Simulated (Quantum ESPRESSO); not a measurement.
## Rh and the effect of spin-orbit coupling

Symmetry: Fm-3m, No. 225, cubic system. The conventional cell has a = 3.796 Å, b = 3.796 Å, c = 3.796 Å, α = 90.00°, β = 90.00°, γ = 90.00°. Rh (site symmetry m-3m) has 12 Rh at 2.68 Å as nearest neighbours.

Kept alike: task band structure; functional PBE; k mesh 12 × 12 × 12; occupations fermi-dirac, width 0.05 eV. Program: Quantum ESPRESSO, potentials by row: PseudoDojo 0.4.1 SR PBE standard (off); PseudoDojo 0.4 FR PBE standard (on), cutoff 1197 eV. The mesh is that of the run's cell of 1 atom.

```csv
spin-orbit coupling,pressure (GPa)
off,7.66
on,8.32
```

Pressure is positive in compression; the values hold the error of the finite cutoff, so their zero can differ a little from the energy's minimum. For a metal such a mesh leaves the last digits unconverged.

The pressure runs from 7.66 (off) to 8.32 GPa (on).
